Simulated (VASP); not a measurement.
TiO2:

```
Ti O
1.0
     4.81270    0.00000    0.00000
     0.00000    4.87188    0.00000
    -0.86289    0.00000    4.96659
Ti O
4 8
Direct
  0.27744 0.05281 0.21315
  0.72256 0.55281 0.28685
  0.72256 0.94719 0.78685
  0.27744 0.44719 0.71315
  0.06384 0.17697 0.85156
  0.93616 0.67697 0.64844
  0.93616 0.82303 0.14844
  0.06384 0.32303 0.35156
  0.44536 0.75763 0.46677
  0.55464 0.25763 0.03323
  0.55464 0.24237 0.53323
  0.44536 0.74237 0.96677
```

The cell comes from a database or a generator and needn't be the stable form of this composition.

```yaml
Program: VASP 6.6.1
Task: single point
Functional: PBE
Potentials_or_basis: VASP PAW PBE potentials, release 64 (Ti_sv, O)
Cutoff: 520 eV
k_mesh: 6 × 6 × 6
Occupations: fermi-dirac, width 0.05 eV
Spin: no spin polarisation
```

On this cell: pressure 4.9 GPa; largest force 0.100 eV/Å; band gap on the k mesh 2.28 eV, indirect (least direct gap 2.35 eV).

The same run follows on a disturbed copy (atoms moved at random, drawn with an rms of 0.05 Å):

```
Ti O
1.0
     4.81270    0.00000    0.00000
     0.00000    4.87188    0.00000
    -0.86289    0.00000    4.96659
Ti O
4 8
Direct
  0.27425 0.05776 0.22448
  0.72737 0.54909 0.28556
  0.72955 0.95269 0.78543
  0.28357 0.44971 0.71998
  0.07259 0.18541 0.84356
  0.93708 0.68705 0.64735
  0.95090 0.82824 0.15202
  0.06411 0.31933 0.36327
  0.45177 0.76156 0.47248
  0.55564 0.26554 0.03870
  0.56331 0.24058 0.53121
  0.43869 0.73815 0.95678
```

Q: What does the disturbed cell give?

A: The energy moves by +20.5 meV/atom; pressure 6.1 GPa; largest force 1.685 eV/Å; band gap on the k mesh 2.26 eV, indirect (least direct gap 2.39 eV).

Forces in eV/Å, atoms in the order of the input:
```
Ti   0.795 -0.286 -0.561
Ti  -0.296  0.918  0.187
Ti  -0.255 -0.439  0.062
Ti   0.408  0.342 -0.414
O   -0.749 -0.584  0.857
O    0.302 -0.349  0.110
O   -1.046 -0.569 -0.205
O   -0.056  0.349 -0.584
O   -0.036 -0.183 -0.661
O    0.284 -0.665 -0.139
O   -0.215  0.487  0.284
O    0.865  0.980  1.064
```

Stress tensor (GPa, compression positive):
```
4.96 0.35 0.47
0.35 6.66 0.80
0.47 0.80 6.76
```

A k mesh can miss the band edges.
